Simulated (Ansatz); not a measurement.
Input of an Ansatz 0.2.0 run:

input.yaml

```yaml
crystal:
  lattice:
    - [3.9998, 0.0, 0.0]
    - [0.0, 3.9998, 0.0]
    - [0.0, 0.0, 4.018]
  atoms:
    - { symbol: Ba, position: [0.0, 0.0, 0.0] }
    - { symbol: Ti, position: [0.5, 0.5, 0.49] }
    - { symbol: O, position: [0.0, 0.5, 0.517] }
    - { symbol: O, position: [0.5, 0.0, 0.517] }
    - { symbol: O, position: [0.5, 0.5, 0.019] }
hamiltonian:
  xc: pbe
  pseudopotentials: { kind: paw }
kpoints:
  mp_grid: { grid: [7, 7, 7] }
  band_path:
    path:
      - [[0.0, 0.0, 0.0], [0.0, 0.5, 0.0], [0.5, 0.5, 0.0], [0.0, 0.0, 0.0], [0.0, 0.0, 0.5], [0.0, 0.5, 0.5], [0.5, 0.5, 0.5], [0.0, 0.0, 0.5]]
      - [[0.0, 0.5, 0.0], [0.0, 0.5, 0.5]]
      - [[0.5, 0.5, 0.0], [0.5, 0.5, 0.5]]
    npoints: 14
scf:
  occupations: { method: fermi_dirac, width: 0.05 }
  n_extra_bands: 12
output:
  forces: true
  stress: true
  eigenvalues: true
  fatbands: true
  write_density: true
  write_potential: true
  elf: true
  volumetric_format: npy
```

Potentials or basis: Ansatz PAW.

Command:

```bash
$ ansatz run input.yaml --threads 2 --pin off --max-ram 5632MiB --backend cpu --events-out ev --progress --plain --runs-dir out
```

Task: Estimate the band gap along the path.

Result: 1.84 eV, indirect (least direct gap 2.09 eV).

Task: What does it give for the largest force?

Result: 0.311 eV/Å.

Stress tensor (GPa, compression positive):
```
2.13 0.00 0.00
0.00 2.13 0.00
0.00 0.00 3.02
```

Caveat: the k mesh misses the band edges, so the gap on the mesh is wider than the one along the path; the pressure holds a Pulay correction of +0.5 GPa for the finite cutoff; spin-orbit coupling is left out, which moves the levels of the heavy elements. Expect the measured gap to be larger: semilocal functionals such as PBE lack the derivative discontinuity.
